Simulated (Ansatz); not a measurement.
Response of Zn to small distortions

```yaml
crystal:
  lattice:
    - [2.61436, 0.00000, 0.00000]
    - [-1.30718, 2.26410, 0.00000]
    - [0.00000, 0.00000, 4.87316]
  atoms:
    - { symbol: Zn, position: [0.33333, 0.66667, 0.25000] }
    - { symbol: Zn, position: [0.66667, 0.33333, 0.75000] }
```

Atom numbers follow the list: Zn1, Zn2.

The conventional cell has a = 2.614 Å, b = 2.614 Å, c = 4.873 Å, α = 90.00°, β = 90.00°, γ = 120.00°. Zn (atom 1) is surrounded by 12 Zn at 2.61 to 2.87 Å.

The cell is the one relaxed in the Materials Project (mp-79), not relaxed further here; entries there can be hypothetical.

These are results of DFT, PBEsol, all-electron LAPW, scalar-relativistic in Ansatz 0.2.0, not measurements.

Sampling and basis: a Γ-centred 18×18×9 k mesh, Fermi–Dirac smearing of 0.03 eV, basis error target 0.5 meV/atom, no spin polarisation.

The unchanged cell is at -1.34 GPa.

In a metal, stresses and small energies carry noise from the k mesh.

x, y and z are the Cartesian axes of the cell as listed; fractional coordinates follow a strain, and an engineering shear is twice the off-diagonal strain component.

**Question.** With this change (z strained by +1 % at fixed volume), what becomes of the energy and stress?

**Answer.** Energy change -2 meV/atom; stress change (xx, yy, zz, yz, xz, xy) 0.74, 0.74, -0.40, 0.00, 0.00, 0.00 GPa, compression positive.

**Question.** With this change (atom 1 (Zn) moved by (0.0354, 0.0354, 0.0000) Å), what becomes of the energy and stress and forces?

**Answer.** Energy change under 1 meV/atom; stress change (xx, yy, zz, yz, xz, xy) 0.04, -0.02, 0.03, 0.00, 0.00, 0.04 GPa, compression positive; change of the force on Zn1 (-0.021, -0.023, 0.000) eV/Å.

**Question.** What force constant does this one finite step give for Zn1 along its displacement (all its periodic images move with it)?

**Answer.** k = −ΔF·u/|u|² = 0.61 eV/Å², so the force pulls the atom back.
